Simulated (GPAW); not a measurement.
# Co (P6_3/mmc) in GPAW: notebook, part 2 of 2

GPAW 26.7.0. The steps go on from the part before.

**4. Band structure, PBEsol+U, collinear spin, ferromagnetic start**

Input file run.py:

```python
from ase import Atoms
from ase.dft.bandgap import bandgap
from ase.io import write
from ase.units import GPa
from gpaw import GPAW, PW, setup_paths

setup_paths.insert(0, '.')

atoms = Atoms(['Co', 'Co'],
              cell=[[2.4719999032, 0.0, 0.0],
                    [-1.2359999516, 2.1408147143, 0.0],
                    [0.0, 0.0, 4.02114408]],
              scaled_positions=[[0.6666666667, 0.3333333333, 0.75],
                                [0.3333333333, 0.6666666667, 0.25]],
              pbc=True)
atoms.set_initial_magnetic_moments([2.0, 2.0])

calc = GPAW(mode=PW(600),
            xc='PBEsol',
            kpts={'size': (10, 10, 6), 'gamma': True},
            occupations={'name': 'fermi-dirac', 'width': 0.05},
            setups={'Co': ':d,4.0'},
            nbands=21,
            convergence={'density': 1e-05, 'energy': 1e-05},
            maxiter=150,
            txt='gpaw.txt')
atoms.calc = calc
energy = atoms.get_potential_energy()
forces = atoms.get_forces()
stress = atoms.get_stress()
calc.write('gs.gpw')
write('result.traj', atoms)
print(f'Energy: {energy:.6f} eV')
print('Forces (eV/A):')
print(forces.round(4))
print('Stress (GPa):', (stress / GPa).round(3))
print('Moments:', calc.get_magnetic_moments().round(3))
print('Fermi level:', round(calc.get_fermi_level(), 4), 'eV')
print(f'Gap: {bandgap(calc)[0]:.4f} eV, direct: {bandgap(calc, direct=True)[0]:.4f} eV')

path = atoms.cell.bandpath('GMKGALHA,LM,KH', npoints=60, eps=1e-4)
bs_calc = calc.fixed_density(kpts=path, symmetry='off', nbands=31,
                             convergence={'bands': 'CBM+6.0', 'eigenstates': 1e-6}, txt='bands.txt')
bs = bs_calc.band_structure()
bs.write('bs.json')
print(f'Gap on the path: {bandgap(bs_calc)[0]:.4f} eV')
```

Potentials or basis: PAW data sets generated in the run's folder for this functional, pw.

Launch:

```
gpaw-setup -f PBEsol Co
OMP_NUM_THREADS=1 python run.py
```

gpaw.txt:

```text
__  _  _
 | _ |_)|_||  |
 |__||  | ||/\| - 26.7.0

Input parameters:
  mode=PW(ecut=600.0),
  convergence={'density': 1e-05, 'energy': 1e-05},
  kpts=MonkhorstPack(size=(10, 10, 6), gamma=True),
  maxiter=150,
  nbands=21,
  occupations=Occupations(name='fermi-dirac', width=0.05),
  setups={'Co': ':d,4.0'},
  xc=XC(name='PBEsol')

Diagonalizing LCAO Hamiltonian
Converting LCAO to pw mode

          Co

        Co

Atoms  # Å, Bohr magnetons
|   | symbol |         x |        y |        z |    initial magnetic moments |
|---|--------|-----------|----------|----------|-----------------------------|
| 0 |     Co |  1.236000 | 0.713605 | 3.015858 | ( 0.0000,  0.0000,  2.0000) |
| 1 |     Co | -0.000000 | 1.427210 | 1.005286 | ( 0.0000,  0.0000,  2.0000) |

Unit cell  # Å
| periodic |         x |        y |        z |  lengths |     angles |
|----------|-----------|----------|----------|----------|------------|
|      yes |  2.472000 | 0.000000 | 0.000000 | 2.472000 |  90.000000 |
|      yes | -1.236000 | 2.140815 | 0.000000 | 2.472000 |  90.000000 |
|      yes |  0.000000 | 0.000000 | 4.021144 | 4.021144 | 120.000000 |

Number of symmetries: 12
Symmetry operations  # r_c * U_cc + t_c -> r_c
|    | kind |            matrix            |
|----|------|------------------------------|
|  0 |  σ   |  1, 1, 0,  0,-1, 0,  0, 0, 1 |
|  1 |  S6  |  1, 1, 0, -1, 0, 0,  0, 0,-1 |
|  2 |  E   |  1, 0, 0,  0, 1, 0,  0, 0, 1 |
|  3 |  C2  |  1, 0, 0, -1,-1, 0,  0, 0,-1 |
|  4 |  C2  |  0, 1, 0,  1, 0, 0,  0, 0,-1 |
|  5 |  C3  |  0, 1, 0, -1,-1, 0,  0, 0, 1 |
|  6 |  S6  |  0,-1, 0,  1, 1, 0,  0, 0,-1 |
|  7 |  σ   |  0,-1, 0, -1, 0, 0,  0, 0, 1 |
|  8 |  σ   | -1, 0, 0,  1, 1, 0,  0, 0, 1 |
|  9 |  i   | -1, 0, 0,  0,-1, 0,  0, 0,-1 |
| 10 |  C3  | -1,-1, 0,  1, 0, 0,  0, 0, 1 |
| 11 |  C2  | -1,-1, 0,  0, 1, 0,  0, 0,-1 |

BZ-sampling:
  Number of BZ points: 600
  Number of IBZ points: 72

  Monkhorst-Pack size: [10, 10, 6]
  Monkhorst-Pack shift: [0.05, 0.05, 0.08333333333333333]

K-points  # in reciprocal-cell coordinates
[... 99 lines left out ...]
- Maximum integral of absolute [eigenst]ate change: 4e-08 eV^2 / valence electron
maximum number of iterations: 150

SCF iterations
|iter     | |      energy | eigst |  dens |  magmom |
|---------|-|-------------|-------|-------|---------|
|iter:   1| |  -11.570032 | +0.21 |       |  +4.0059|
|iter:   2| |  -11.600921 | -2.19 | -1.13 |  +3.9944|
|iter:   3| |  -11.918513 | -2.29 | -1.15 |  +3.7924|
|iter:   4| |  -11.950520 | -2.66 | -1.47 |  +3.7851|
|iter:   5| |  -11.950570 | -3.37 | -1.80 |  +3.7651|
|iter:   6| |  -11.957352 | -4.15 | -2.08 |  +3.8316|
|iter:   7| |  -11.961152 | -4.75 | -2.43 |  +3.8687|
|iter:   8| |  -11.966120 | -4.67 | -2.76 |  +3.8995|
|iter:   9| |  -11.972837 | -4.32 | -2.82 |  +3.9273|
|iter:  10| |  -11.976057 | -4.61 | -2.68 |  +3.9409|
|iter:  11| |  -11.982030 | -3.47 | -2.64 |  +3.9780|
|iter:  12| |  -11.982299 | -4.52 | -2.60 |  +3.9616|
|iter:  13| |  -11.981814 | -4.24 | -2.84 |  +3.9840|
|iter:  14| |  -11.982240 | -5.27 | -3.02 |  +3.9843|
|iter:  15| |  -11.982273 | -6.25 | -3.31 |  +3.9838|
|iter:  16| |  -11.982218c| -6.78 | -3.93 |  +3.9838|
|iter:  17| |  -11.982233c| -7.84c| -4.18 |  +3.9840|
|iter:  18| |  -11.982237c| -7.69c| -4.44 |  +3.9840|
|iter:  19| |  -11.982243c| -7.98c| -4.37 |  +3.9840|
|iter:  20| |  -11.982241c| -7.81c| -4.22 |  +3.9840|
|iter:  21| |  -11.982247c| -7.98c| -4.26 |  +3.9840|
|iter:  22| |  -11.982238c| -7.79c| -4.14 |  +3.9840|
|iter:  23| |  -11.982233c| -7.88c| -4.35 |  +3.9840|
|iter:  24| |  -11.982232c| -8.10c| -4.70 |  +3.9840|
|iter:  25| |  -11.982231c| -9.59c| -6.21c|  +3.9840|

Converged in 25 steps
Energy contributions relative to reference atoms: (reference = -75737.720984)

Energy contributions:
  Kinetic:          42.403313
  Coulomb:         -34.647788
  Zero:             -0.217405
  External:          0.000000
  Xc:              -19.511973
  Entropy:          -0.016758
  Spinorbit:         0.000000
  ----------------------------
  Free energy:     -11.990610
  Extrapolated:    -11.982231

dipole moment: (-0.000001, -0.000002, -0.000003)  # |e|*Ang

Total magnetic moment: (0.000000, 0.000000, 3.983973)

Local magnetic moments
|        x |        y |        z |
|----------|----------|----------|
| 0.000000 | 0.000000 | 2.130802 |  # Co   0
| 0.000000 | 0.000000 | 2.130802 |  # Co   1

Fermi level: 11.310
Eigenvalues  # (at kpt = [0.000, 0.000, 0.000])
| band index |      eig [eV] | occ [0-1] |      eig [eV] | occ [0-1] |
|------------|---------------|-----------|---------------|-----------|
|          0 |         1.607 |     1.000 |         1.560 |     1.000 |
|        ... |               |           |               |           |
|          2 |         6.524 |     1.000 |         9.218 |     1.000 |
|          3 |         6.545 |     1.000 |        10.068 |     1.000 |
|          4 |         6.545 |     1.000 |        10.068 |     1.000 |
|          5 |         6.766 |     1.000 |        10.350 |     1.000 |
|          6 |         6.766 |     1.000 |        10.462 |     1.000 |
|          7 |         6.838 |     1.000 |        10.462 |     1.000 |
[... 8 lines left out ...]
|         16 |        36.293 |     0.000 |        36.129 |     0.000 |
|         17 |        36.404 |     0.000 |        36.172 |     0.000 |
|        ... |               |           |               |           |
|         20 |        41.145 |     0.000 |        41.670 |     0.000 |

No gap
No difference between direct/indirect transitions

Forces  # eV/Ang
|       x |        y |        z |
|---------|----------|----------|
| 0.00000 | -0.00000 |  0.00001 |  # Co   0
| 0.00000 |  0.00000 | -0.00001 |  # Co   1

Stress tensor  # eV/Ang^3
|         x |         y |         z |
|-----------|-----------|-----------|
| -0.017221 |  0.000000 |  0.000000 |
|  0.000000 | -0.017221 |  0.000000 |
|  0.000000 |  0.000000 | -0.154909 |

# Writing to gs.gpw (mode='')
```

bands.txt:

```text
Diagonalizing LCAO Hamiltonian
Converting LCAO to pw mode
convergence criteria:
- Maximum integral of absolute [eigenst]ate change: 1e-06 eV^2 / valence electron
maximum number of iterations: 150

SCF iterations
|iter     | |      energy | eigst |  dens |  magmom |
[... 66 lines left out ...]
         [0.5       , 0.        , 0.125     ],
         [0.5       , 0.        , 0.        ],
         [0.33333333, 0.33333333, 0.        ],
         [0.33333333, 0.33333333, 0.1       ],
         [0.33333333, 0.33333333, 0.2       ],
         [0.33333333, 0.33333333, 0.3       ],
         [0.33333333, 0.33333333, 0.4       ],
         [0.33333333, 0.33333333, 0.5       ]])),
  maxiter=150,
  nbands=31,
  occupations=Occupations(name='fermi-dirac', width=0.05),
  setups={'Co': ':d,4.0'},
  symmetry=Symmetry(point_group=False, time_reversal=False),
  xc=XC(name='PBEsol')
```

Run time: 95 s. Hardware: 1 thread of Arm Neoverse V2, shared host; peak memory 0.24 GiB.

Results:

- Free energy: -11.9906 eV
- Pressure: 10.1 GPa
- Band gap along the path: none (metal or under the smearing width)
- Net moment: 3.98 μB per cell
- Site moments: Co +2.13 μB

Levels at the corners of the path, in eV from the Fermi level:
Spin up:
```csv
point,band 8,band 9,band 10,band 11,band 12,band 13
Γ,-4.47,-4.47,-3.47,-3.47,-0.87,5.31
M,-3.27,-2.88,-2.74,0.07,2.24,8.81
K,-3.48,-3.11,-3.11,3.50,4.43,4.43
Γ,-4.47,-4.47,-3.47,-3.47,-0.87,5.31
A,-4.86,-3.70,-3.70,-3.70,-3.70,14.17
L,-3.18,-2.80,-2.80,0.79,0.79,6.23
H,-4.21,-3.06,-3.06,4.86,4.86,6.33
A,-4.86,-3.70,-3.70,-3.70,-3.70,14.17
L,-3.18,-2.80,-2.80,0.79,0.79,6.23
M,-3.27,-2.88,-2.74,0.07,2.24,8.81
K,-3.48,-3.11,-3.11,3.50,4.43,4.43
H,-4.21,-3.06,-3.06,4.86,4.86,6.33
```
Spin down:
```
point  band 4  band 5  band 6  band 7  band 8  band 9  band 10  band 11
    Γ   -1.24   -1.24   -0.96   -0.85   -0.85    0.82     0.82     2.16
    M   -2.71   -1.48   -0.46   -0.28    1.10    1.28     1.95     2.46
    K   -2.55   -0.75   -0.75   -0.60    0.25    0.25     2.16     5.04
    Γ   -1.24   -1.24   -0.96   -0.85   -0.85    0.82     0.82     2.16
    A   -2.62   -1.19   -1.19   -1.19   -1.19    1.66     1.66     1.66
    L   -2.83   -0.46   -0.46    0.83    0.83    1.26     1.26     2.01
    H   -2.73   -2.19   -2.19    0.18    0.18    0.88     0.88     6.07
    A   -2.62   -1.19   -1.19   -1.19   -1.19    1.66     1.66     1.66
    L   -2.83   -0.46   -0.46    0.83    0.83    1.26     1.26     2.01
    M   -2.71   -1.48   -0.46   -0.28    1.10    1.28     1.95     2.46
    K   -2.55   -0.75   -0.75   -0.60    0.25    0.25     2.16     5.04
    H   -2.73   -2.19   -2.19    0.18    0.18    0.88     0.88     6.07
```

Caveat: the U is typed as a test and isn't derived for this compound. The state reached can hang on the start; a lower one may exist.

**5. Overview**

| U | pressure (GPa) | moment (μB) |
| --- | --- | --- |
| Co d U = 2 eV | -2.2 | 3.50 |
| Co d U = 3 eV | -0.5 | 3.60 |
| Co d U = 4 eV | 10.1 | 3.98 |

Alike in all rows: task band structure; level PBEsol+U; potentials or basis PAW data sets generated in the run's folder for this functional, pw; spin collinear, ferromagnetic start; cell as given; k mesh 10 × 10 × 6; cutoff (eV) 600; smearing fermi-dirac 0.05 eV.

Caveats: the U is typed as a test and isn't derived for this compound.

Total energies depend on the potentials used, so only differences within one code and one set of settings carry meaning.
